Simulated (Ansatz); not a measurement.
# Ge: the cost of one run

Method: DFT PBEsol, scalar-relativistic, plane waves, PAW, in Ansatz 0.2.0.

1 further run of the same task is left out (set aside as unsound or not needed).

## (1) Starting point

The structure is cubic, space group Fd-3m (No. 227). The conventional cell has a = 5.658 Å, b = 5.658 Å, c = 5.658 Å, α = 90.00°, β = 90.00°, γ = 90.00°. Around Ge (site symmetry -43m) lie 4 Ge at 2.45 Å.

Structure file:

```cif
data_structure
_symmetry_space_group_name_H-M 'Fd-3m:1'
_symmetry_Int_Tables_number 227
_cell_length_a 5.6575
_cell_length_b 5.6575
_cell_length_c 5.6575
_cell_angle_alpha 90.000
_cell_angle_beta 90.000
_cell_angle_gamma 90.000
_cell_volume 181.09
loop_
_atom_site_label
_atom_site_type_symbol
_atom_site_symmetry_multiplicity
_atom_site_Wyckoff_symbol
_atom_site_fract_x
_atom_site_fract_y
_atom_site_fract_z
_atom_site_occupancy
Ge1 Ge 8 a 0.50000 0.00000 0.50000 1
```

Source of the structure: the Crystallography Open Database.

## (9) Setting up the map

The energy is mapped over two normal modes frozen in (zone-centre modes of the cell shown).

The axes are (1) amplitude of mode 4 (283 cm⁻¹), largest displacement: 7 values from −0.084 Å; (2) amplitude of mode 5 (283 cm⁻¹), largest displacement: 7 values from −0.084 Å.

Nothing else is relaxed (the cell and all other modes fixed). Energies count from the relaxed high-symmetry cell. Points are written as (first, second).

Displacement patterns for an amplitude of 1 (Å):

| atom | x1 | y1 | z1 | x2 | y2 | z2 |
| --- | --- | --- | --- | --- | --- | --- |
| Ge1 | 1.000 | 0.000 | 0.000 | 0.000 | 1.000 | 0.000 |
| Ge2 | -1.000 | 0.000 | 0.000 | 0.000 | -1.000 | 0.000 |

(The set-up runs are not shown.)

## (10) The run at (−0.084 Å, −0.028 Å)

input.yaml

```yaml
crystal:
  lattice:
    - [0.0, 2.8378616879, 2.8378616879]
    - [2.8378616879, 0.0, 2.8378616879]
    - [2.8378616879, 2.8378616879, 0.0]
  atoms:
    - { symbol: Ge, position: [0.5098665837, 0.4901334163, 0.4802668325] }
    - { symbol: Ge, position: [0.7401334163, 0.7598665837, 0.7697331675] }
basis:
  ecutwfc: 420
kpoints:
  mp_grid: { grid: [14, 14, 14] }
hamiltonian:
  xc: pbesol
  pseudopotentials: { kind: paw, azcp: { folder: soft_1 } }
scf:
  occupations: { method: gaussian, width: 0.15 }
output:
  forces: true
  stress: true
  eigenvalues: true
```

On the command line:

```sh
$ ansatz run input.yaml --threads 1 --pin off --max-ram 2048MiB --backend cpu --events-out ev --progress --plain --runs-dir out
```

What time and memory should one allow on 1 thread of Intel Xeon Platinum 8259CL at 2.50GHz (Skylake/Cascade Lake), shared host?

About 58 s, with a peak of 1.1 GiB.
